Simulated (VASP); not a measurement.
Here is a VASP 6.6.1 calculation.

Contents of INCAR:

```
PREC = Accurate
ENCUT = 600
EDIFF = 1E-7
ISMEAR = -1
SIGMA = 0.1
LREAL = False
LASPH = True
NELM = 100
ALGO = Normal
ISIF = 3
LWAVE = False
LCHARG = False
GGA = PE
IBRION = 2
NSW = 32
EDIFFG = -0.005
PSTRESS = 390.0
```

Contents of KPOINTS:

```
regular mesh
0
Gamma
  18 18 18
```

The input POSCAR:

```
Ga
1.0
   -1.5023514815      1.5023514815      1.5023514815
    1.5023514815     -1.5023514815      1.5023514815
    1.5023514815      1.5023514815     -1.5023514815
Ga
1
Direct
    0.0000000000      0.0000000000      0.0000000000
```

Potentials or basis: VASP PAW PBE potentials, release 64 (Ga_d).

The run is started by

```sh
$ cat potpaw_PBE.64/Ga_d/POTCAR > POTCAR
$ mpirun -np 1 vasp_std > vasp.out
```

**Question.** Predict the band gap on the k mesh.

**Answer.** None (metal or under the smearing width).

**Question.** Estimate the relaxed volume.

**Answer.** 13.58 Å³/atom.

**Question.** Predict the space group after relaxing (to 0.05 Å).

**Answer.** Im-3m (No. 229).

**Question.** Predict the relaxed cell.

**Answer.** a = 2.603 Å, b = 2.603 Å, c = 2.603 Å, α = 109.47°, β = 109.47°, γ = 109.47°.

Final structure:
```xyz
1
Lattice="-1.5030 1.5030 1.5030 1.5030 -1.5030 1.5030 1.5030 1.5030 -1.5030" Properties=species:S:1:pos:R:3 pbc="T T T"
Ga    0.0000    0.0000    0.0000
```

Caveat: the cell is relaxed towards a set pressure, so the enthalpy falls and the energy may rise.
